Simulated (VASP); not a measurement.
# Ga12As11 (a cell with a defect) in VASP: further runs, part 3 of 3

VASP 6.6.1.

## (4) Single point, PBEsol

INCAR

```
PREC = Accurate ; ENCUT = 350
EDIFF = 1E-5 ; ISMEAR = 0
SIGMA = 0.03 ; LREAL = Auto
LASPH = True ; NELM = 120
ALGO = Normal ; ISIF = 2
LWAVE = False ; LCHARG = False
GGA = PS ; LORBIT = 11
NELECT = 210.0
```

KPOINTS

```
Automatic mesh
0
Gamma
  2 2 2
```

POSCAR

```
Ga12As11
1.0
    0.0000000000      8.4805500000      8.4805500000
    5.6537000000      0.0000000000      5.6537000000
    5.6537000000      5.6537000000      0.0000000000
Ga As
12 11
Direct
    0.0000000000      0.0000000000      0.0000000000
    0.0000000000      0.0000000000      0.5000000000
    0.0000000000      0.5000000000      0.0000000000
    0.0000000000      0.5000000000      0.5000000000
    0.3333330000      0.0000000000      0.0000000000
    0.3333330000      0.0000000000      0.5000000000
    0.3333330000      0.5000000000      0.0000000000
    0.3333330000      0.5000000000      0.5000000000
    0.6666670000      0.0000000000      0.0000000000
    0.6666670000      0.0000000000      0.5000000000
    0.6666670000      0.5000000000      0.0000000000
    0.6666670000      0.5000000000      0.5000000000
    0.0833333333      0.1250000000      0.6250000000
    0.0833333333      0.6250000000      0.1250000000
    0.0833333333      0.6250000000      0.6250000000
    0.4166663333      0.1250000000      0.1250000000
    0.4166663333      0.1250000000      0.6250000000
    0.4166663333      0.6250000000      0.1250000000
    0.4166663333      0.6250000000      0.6250000000
    0.7500003333      0.1250000000      0.1250000000
    0.7500003333      0.1250000000      0.6250000000
    0.7500003333      0.6250000000      0.1250000000
    0.7500003333      0.6250000000      0.6250000000
```

Potentials or basis: VASP PAW PBE potentials, release 64 (Ga_d, As).

Launch:

```
$ cat potpaw_PBE.64/Ga_d/POTCAR potpaw_PBE.64/As/POTCAR > POTCAR
$ mpirun -np 1 vasp_std > vasp.out
```

OUTCAR:

```text
PREC = Accurate
   ENCUT = 350
   EDIFF = 1E-5
   ISMEAR = 0
   LREAL = Auto
   LASPH = True
   NELM = 120
   ISIF = 2
   GGA = PS
   LORBIT = 11
   NELECT = 210.0

 ion  position               nearest neighbor table
   1  0.000  0.000  0.000-  20 2.45  14 2.45  13 2.45
   2  0.000  0.000  0.500-  21 2.45  13 2.45  15 2.45
   3  0.000  0.500  0.000-  22 2.45  14 2.45  15 2.45
   4  0.000  0.500  0.500-  23 2.45  15 2.45  13 2.45  14 2.45
   5  0.333  0.000  0.000-  16 2.45  17 2.45  18 2.45
   6  0.333  0.000  0.500-  13 2.45  17 2.45  16 2.45  19 2.45
   7  0.333  0.500  0.000-  14 2.45  18 2.45  16 2.45  19 2.45
   8  0.333  0.500  0.500-  15 2.45  19 2.45  18 2.45  17 2.45
   9  0.667  0.000  0.000-  20 2.45  21 2.45  22 2.45  16 2.45
  10  0.667  0.000  0.500-  21 2.45  20 2.45  23 2.45  17 2.45
  11  0.667  0.500  0.000-  22 2.45  20 2.45  23 2.45  18 2.45
[... 10 lines left out ...]
  22  0.750  0.625  0.125-   3 2.45  11 2.45   9 2.45  12 2.45
  23  0.750  0.625  0.625-   4 2.45  12 2.45  11 2.45  10 2.45

  LATTYP: Found a face centered orthorhombic cell.
 ALAT       =     7.9955392176
 B/A-ratio  =     1.7320508076
 C/A-ratio  =     2.4494897428

  Lattice vectors:

 A1 = (   0.0000000000,   8.4805500000,   8.4805500000)
 A2 = (  -5.6537000000,   2.8268500000,   8.4805500000)
 A3 = (   5.6537000000,   0.0000000000,   5.6537000000)

Analysis of symmetry for initial positions (statically):
=====================================================================
 Subroutine PRICEL returns:
 Original cell was already a primitive cell.

 Routine SETGRP: Setting up the symmetry group for a
 face centered orthorhombic supercell.

 Subroutine GETGRP returns: Found  2 space group operations
 (whereof  2 operations were pure point group operations)
 out of a pool of  8 trial point group operations.

The static configuration has the point symmetry C_1h.

Analysis of symmetry for dynamics (positions and initial velocities):
=====================================================================
 Subroutine PRICEL returns:
 Original cell was already a primitive cell.

 Routine SETGRP: Setting up the symmetry group for a
 face centered orthorhombic supercell.

 Subroutine GETGRP returns: Found  2 space group operations
 (whereof  2 operations were pure point group operations)
 out of a pool of  8 trial point group operations.

The dynamic configuration has the point symmetry C_1h.

 Subroutine INISYM returns: Found  2 space group operations
 (whereof  2 operations are pure point group operations),
 and found     1 'primitive' translations

----------------------------------------------------------------------------------------

                                     Primitive cell

  volume of cell :     542.1501

  direct lattice vectors                    reciprocal lattice vectors
     0.000000000  8.480550000  8.480550000    -0.058958440  0.058958440  0.058958440
     5.653700000  0.000000000  5.653700000     0.088437660 -0.088437660  0.088437660
     5.653700000  5.653700000  0.000000000     0.088437660  0.088437660 -0.088437660

  length of vectors
    11.993308826  7.995539218  7.995539218     0.102119014  0.153178521  0.153178521

[... 93 lines left out ...]
 SYSTEM =  unknown system
   PREC   = accura    normal or accurate (medium, high low for compatibility)
   ISTART =      0    job   : 0-new  1-cont  2-samecut
   ICHARG =      2    charge: 1-file 2-atom 10-const
   ISPIN  =      1    spin polarized calculation?
   LNONCOLLINEAR =      F non collinear calculations
   LSORBIT =      F    spin-orbit coupling
   LASPH  =      T    aspherical Exc in radial PAW
   ENCUT  =  350.0 eV  25.72 Ry    5.07 a.u.  18.29 12.20 12.20*2*pi/ulx,y,z
   NELM   =    120;   NELMIN=  2; NELMDL= -5     # of ELM steps
   EDIFF  = 0.1E-04   stopping-criterion for ELM
   LREAL  =      T    real-space projection
   EDIFFG = 0.1E-03   stopping-criterion for IOM
   NSW    =      0    number of steps for IOM
   IBRION =     -1    ionic relax: 0-MD 1-quasi-New 2-CG
   NFREE  =      0    steps in history (QN), initial steepest desc. (CG)
   ISIF   =      2    stress and relaxation
   ISYM   =      2    0-nonsym 1-usesym 2-fastsym
   POTIM  = 0.5000    time-step for ionic-motion
   TEBEG  =    0.0;   TEEND  =   0.0 temperature during run
   PSTRESS=    0.0 pullay stress
   NELECT =     210.0000    total number of electrons
   NUPDOWN=      -1.0000    fix difference up-down
   EMIN   =  10.00;   EMAX   =-10.00  energy-range for DOS
   EFERMI =   0.00;   METHOD = LEGACY
   ISMEAR =     0;   SIGMA  =   0.03  broadening in eV -4-tet -1-fermi 0-gaus
   EFERMI_NEDOS =   21; number of points for ismear=-14 and -15
   IALGO  =     38    algorithm
   IMIX   =      4    mixing-type and parameters
     AMIX     =   0.40;   BMIX     =  1.00
     AMIX_MAG =   1.60;   BMIX_MAG =  1.00
  volume/ion in A,a.u.               =      23.57       159.07
  Fermi-wavevector in a.u.,A,eV,Ry     =   1.193369  2.255140 19.376459  1.424130
  Thomas-Fermi vector in A             =   2.329385
   LORBIT       =     11    0 simple, 1 ext, 2 COOP (PROOUT), +10 PAW based schemes
   GGA     = PS    functional components
   LHFCALC =     F    Hartree Fock is set to
   AEXX    =    0.0000 exact exchange contribution
   IVDW    =     0    specifies the selected vdW correction
   LEPSILON=     F    determine dielectric tensor
   LRPA    =     F    only Hartree local field effects (RPA)
 non-spin polarized calculation
 Gauss-broadening in eV      SIGMA  =   0.03
  energy-cutoff  :      350.00
  volume of cell :      542.15
 maximum number of plane-waves:      8100
 NGX is ok and might be reduce to    80
   NGX = 37   NGY = 25   NGZ = 25

 number of electron     209.9999900 magnetization

 Free energy of the ion-electron system (eV)
  ---------------------------------------------------
  ext. energy  EPLUGINS =         0.00000000
  ---------------------------------------------------
  free energy    TOTEN  =      -103.48727423 eV

  energy without entropy =     -103.48720678  energy(sigma->0) =     -103.48724051

 E-fermi :   3.3480     XC(G=0):  -9.5364

 val. band max:        3.2865797925   @ k =   0.0000   0.0000   0.0000
 cond. band min:       3.4137969766   @ k =   0.5000   0.0000   0.5000
 fundamental gap:      0.1272171841
 Fermi energy:         3.3480233223

 k-point     1 :       0.0000    0.0000    0.0000
  band No.  band energies     occupation
      1     -11.5799      2.00000
      2     -11.5745      2.00000
      3     -11.5744      2.00000
      4     -11.4806      2.00000
      5     -11.4779      2.00000
      6     -11.4772      2.00000
[... 709 lines left out ...]
    116       6.5468      0.00000
    117       6.6060      0.00000
 [bands above 117 left out]

------------------------ aborting loop because EDIFF is reached ----------------------------------------

  FORCE on cell =-STRESS in cart. coord.  units (eV):
  Direction    XX          YY          ZZ          XY          YZ          ZX
  --------------------------------------------------------------------------------------
  -------------------------------------------------------------------------------------
  Total       -9.0102983     -8.3105553     -8.3105553      1.4389685     -1.1127454      1.4389683
  in kB      -26.6274893    -24.5595889    -24.5595889      4.2524806     -3.2884169      4.2524800
  external PRESSURE =     -25.2488890 kB  Pullay stress =       0.0000000 kB

 VOLUME and BASIS-vectors are now :
 -----------------------------------------------------------------------------
  energy-cutoff  :      350.00
  volume of cell :      542.15
      direct lattice vectors                 reciprocal lattice vectors
     0.000000000  8.480550000  8.480550000    -0.058958440  0.058958440  0.058958440
     5.653700000  0.000000000  5.653700000     0.088437660 -0.088437660  0.088437660
     5.653700000  5.653700000  0.000000000     0.088437660  0.088437660 -0.088437660

 POSITION                                       TOTAL-FORCE (eV/Angst)
 -----------------------------------------------------------------------------------
      0.00000      0.00000      0.00000        -0.097737     -0.063278     -0.063278
      2.82685      2.82685      0.00000         0.139209      0.133263     -0.193048
      2.82685      0.00000      2.82685         0.139209     -0.193048      0.133263
      5.65370      2.82685      2.82685         0.092498     -0.067401     -0.067401
      0.00000      2.82685      2.82685        -0.276703      0.222606      0.222606
      2.82685      5.65370      2.82685        -0.076699      0.135064     -0.057813
[... 15 lines left out ...]
      4.24027      7.06713      9.89398        -0.121976      0.144923     -0.150609
      7.06712      9.89398      9.89398         0.015507     -0.015386     -0.015386
 -----------------------------------------------------------------------------------
    total drift:                                0.005840      0.004521      0.004517

  FREE ENERGIE OF THE ION-ELECTRON SYSTEM (eV)
  ---------------------------------------------------
  free  energy   TOTEN  =      -103.4872742344 eV

  energy  without entropy=     -103.4872067772  energy(sigma->0) =     -103.48724051

 total charge

# of ion       s       p       d       tot
------------------------------------------
    1        0.946   0.655   9.969  11.569
    2        0.938   0.660   9.969  11.568
    3        0.938   0.660   9.969  11.568
    4        0.871   0.800   9.992  11.662
    5        0.919   0.663   9.972  11.554
    6        0.871   0.800   9.992  11.662
[... 15 lines left out ...]
   22        1.208   1.582   0.030   2.820
   23        1.202   1.592   0.030   2.824
--------------------------------------------------
tot         24.034  26.350 120.154 170.538
```

Run time: 6 min. Hardware: 1 thread of Intel Xeon Platinum 8488C (Sapphire Rapids), shared host; peak memory 0.51 GiB.

Results:

```yaml
Free_energy: -103.4873 eV
Largest_force: 0.462 eV/Å
Band_gap_on_the_k_mesh: 0.13 eV, indirect (least direct gap 0.36 eV)
Valence_electrons_inside_the_program's_atomic_spheres: Ga 11.57, 11.66, 11.55; As 2.81, 2.82, 2.83
```

Forces on the atoms (eV/Å):
```
Ga  -0.098 -0.063 -0.063
Ga   0.139  0.133 -0.193
Ga   0.139 -0.193  0.133
Ga   0.092 -0.067 -0.067
Ga  -0.277  0.223  0.223
Ga  -0.077  0.135 -0.058
Ga  -0.077 -0.058  0.135
Ga   0.055  0.061  0.061
Ga  -0.254  0.135  0.135
Ga  -0.074  0.274 -0.047
Ga  -0.074 -0.047  0.274
Ga   0.101 -0.002 -0.002
As  -0.056 -0.012  0.193
As  -0.056  0.193 -0.012
As  -0.228  0.054  0.054
As   0.333 -0.227 -0.227
As   0.221 -0.259 -0.208
As   0.221 -0.208 -0.259
As   0.006 -0.012 -0.012
As   0.189 -0.038 -0.038
As  -0.122 -0.151  0.145
As  -0.122  0.145 -0.151
As   0.016 -0.015 -0.015
```

Levels at points of the mesh, in eV from the valence-band top:
| k point | band 103 | band 104 | band 105 | band 106 | band 107 | band 108 |
| --- | --- | --- | --- | --- | --- | --- |
| (0.00, 0.00, 0.00) | -0.26 | -0.02 | 0.00 | 0.89 | 1.10 | 1.19 |
| (0.50, 0.00, 0.00) | -0.51 | -0.14 | -0.14 | 0.35 | 1.24 | 1.39 |
| (0.00, 0.50, 0.00) | -0.56 | -0.43 | -0.42 | 0.35 | 1.42 | 1.69 |
| (0.50, 0.00, 0.50) | -0.80 | -0.66 | -0.23 | 0.13 | 0.99 | 1.88 |
| (0.00, 0.50, 0.50) | -0.85 | -0.42 | -0.24 | 0.17 | 1.13 | 1.93 |
| (0.50, 0.50, 0.50) | -0.84 | -0.73 | -0.24 | 0.19 | 1.07 | 1.83 |

Caveat: the k mesh is coarse (spacing up to 0.48 Å⁻¹), so the values aren't converged; the cell is charged against a uniform background, so pressure and absolute levels hang on convention; the cutoff is under 1.25 times the usual one of these potentials, so pressure, stress and relaxed cells hold a basis-set (Pulay) error; the PAW data sets were made with another functional, which shifts forces and pressure a little.

## (5) Single point, PBEsol, collinear spin, ferromagnetic start

INCAR

```
PREC = Accurate ; ENCUT = 350
EDIFF = 1E-5 ; ISMEAR = 0
SIGMA = 0.03 ; LREAL = Auto
LASPH = True ; NELM = 120
ALGO = All ; ISIF = 2
LWAVE = False ; LCHARG = False
ISPIN = 2 ; MAGMOM = 0.5 0.5 0.5 0 0.5 0 0 0 0 0 0 0 0 0 0 0 0 0 0 0 0 0 0
LORBIT = 11 ; GGA = PS
NELECT = 210.0 ; ISYM = 0
```

KPOINTS is that of step 4.

POSCAR is that of step 4.

Potentials or basis: VASP PAW PBE potentials, release 64 (Ga_d, As).

Launch:

```
$ cat potpaw_PBE.64/Ga_d/POTCAR potpaw_PBE.64/As/POTCAR > POTCAR
$ mpirun -np 1 vasp_std > vasp.out
```

OUTCAR:

```text
PREC = Accurate
   ENCUT = 350
   EDIFF = 1E-5
   ISMEAR = 0
   LREAL = Auto
   LASPH = True
   NELM = 120
   ISIF = 2
   ISPIN = 2
   LORBIT = 11
   GGA = PS
   NELECT = 210.0
   ISYM = 0

 ion  position               nearest neighbor table
   1  0.000  0.000  0.000-  20 2.45  14 2.45  13 2.45
   2  0.000  0.000  0.500-  21 2.45  13 2.45  15 2.45
   3  0.000  0.500  0.000-  22 2.45  14 2.45  15 2.45
   4  0.000  0.500  0.500-  23 2.45  15 2.45  13 2.45  14 2.45
   5  0.333  0.000  0.000-  16 2.45  17 2.45  18 2.45
   6  0.333  0.000  0.500-  13 2.45  17 2.45  16 2.45  19 2.45
[... 2148 lines left out ...]
      2.82685      0.00000      2.82685         0.139421     -0.193799      0.133652
      5.65370      2.82685      2.82685         0.092495     -0.066943     -0.066945
      0.00000      2.82685      2.82685        -0.277908      0.223288      0.223286
      2.82685      5.65370      2.82685        -0.076155      0.134995     -0.057855
[... 15 lines left out ...]
      4.24027      7.06713      9.89398        -0.122093      0.143879     -0.150923
      7.06712      9.89398      9.89398         0.016441     -0.015247     -0.015259
 -----------------------------------------------------------------------------------
    total drift:                                0.005887      0.005029      0.005065

  FREE ENERGIE OF THE ION-ELECTRON SYSTEM (eV)
  ---------------------------------------------------
  free  energy   TOTEN  =      -103.4872724906 eV

  energy  without entropy=     -103.4872045913  energy(sigma->0) =     -103.48723854

 total charge

# of ion       s       p       d       tot
------------------------------------------
    1        0.946   0.655   9.969  11.569
    2        0.938   0.660   9.969  11.568
    3        0.938   0.660   9.969  11.568
    4        0.871   0.800   9.992  11.662
    5        0.919   0.663   9.972  11.554
    6        0.871   0.800   9.992  11.662
[... 15 lines left out ...]
   22        1.208   1.582   0.030   2.820
   23        1.202   1.592   0.030   2.824
--------------------------------------------------
tot         24.034  26.349 120.154 170.537

 magnetization (x)

# of ion       s       p       d       tot
------------------------------------------
    1        0.000   0.000  -0.000   0.000
    2        0.000   0.000  -0.000   0.000
    3        0.000   0.000  -0.000   0.000
    4        0.000   0.000  -0.000   0.000
    5        0.000   0.000  -0.000   0.000
    6        0.000   0.000  -0.000   0.000
[... 15 lines left out ...]
   22       -0.000  -0.000   0.000  -0.000
   23       -0.000  -0.000   0.000  -0.000
--------------------------------------------------
tot          0.000  -0.000  -0.000  -0.000
```

Run time: 14 min. Hardware: 1 thread of Intel Xeon Platinum 8488C (Sapphire Rapids), shared host; peak memory 1.4 GiB.

Results:

- Free energy: -103.4873 eV
- Largest force: 0.462 eV/Å
- Band gap on the k mesh: 0.13 eV, indirect (least direct gap 0.35 eV)
- Net moment: 0.00 μB per cell
- Valence electrons inside the program's atomic spheres: Ga 11.57, 11.66, 11.55; As 2.81, 2.82, 2.83

Forces on the atoms (eV/Å):
```
Ga  -0.098 -0.063 -0.063
Ga   0.139  0.134 -0.194
Ga   0.139 -0.194  0.134
Ga   0.092 -0.067 -0.067
Ga  -0.278  0.223  0.223
Ga  -0.076  0.135 -0.058
Ga  -0.076 -0.058  0.135
Ga   0.054  0.061  0.061
Ga  -0.255  0.134  0.134
Ga  -0.072  0.274 -0.046
Ga  -0.072 -0.046  0.274
Ga   0.101 -0.003 -0.003
As  -0.056 -0.012  0.193
As  -0.056  0.193 -0.012
As  -0.228  0.054  0.054
As   0.333 -0.227 -0.227
As   0.221 -0.259 -0.207
As   0.221 -0.207 -0.259
As   0.006 -0.012 -0.012
As   0.190 -0.038 -0.038
As  -0.122 -0.151  0.144
As  -0.122  0.144 -0.151
As   0.016 -0.015 -0.015
```

Caveat: the k mesh is coarse (spacing up to 0.48 Å⁻¹), so the values aren't converged; the cell is charged against a uniform background, so pressure and absolute levels hang on convention; the cutoff is under 1.25 times the usual one of these potentials, so pressure, stress and relaxed cells hold a basis-set (Pulay) error; the PAW data sets were made with another functional, which shifts forces and pressure a little.
